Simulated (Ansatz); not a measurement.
The system is MnS.

```
Mn S
1.0
     3.95358    0.00000    0.00000
    -1.97679    3.42390    0.00000
     0.00000    0.00000    6.34253
Mn S
2 2
Direct
  0.66667 0.33333 0.49884
  0.33333 0.66667 0.99884
  0.33333 0.66667 0.62615
  0.66667 0.33333 0.12615
```

The cell is a database's computed one.

Base run:

| Item | Value |
| --- | --- |
| Program | Ansatz 0.2.0 |
| Functional | PBE |
| Potentials or basis | Ansatz PAW |
| Cutoff | 420 eV (not typed: the program's choice for these potentials) |
| k mesh | 7 × 7 × 4 |
| Occupations | fermi-dirac, width 0.05 eV |
| Spin | collinear spin, ferromagnetic start |
| Starting moments | [6.0, 6.0, 0.0, 0.0] μB |
| Fixed moment | 12 μB |

Its results: pressure 13.6 GPa; site moments Mn +4.29; S +0.50 μB; largest force 0.304 eV/Å.

The run is repeated on the same cell with these changes: fixed moment from 12 μB to 8 μB; moments at the start from [6.0, 6.0, 0.0, 0.0] to [4.0, 4.0, 0.0, 0.0]. What comes out?

Pressure -4.8 GPa; site moments Mn +3.53; S -0.01 μB; largest force 0.123 eV/Å.

Caveats: the total moment is fixed, so each spin has its own Fermi level; only a ferromagnetic start was run, and an antiferromagnetic order may lie lower in energy; the thresholds are loose for stress.
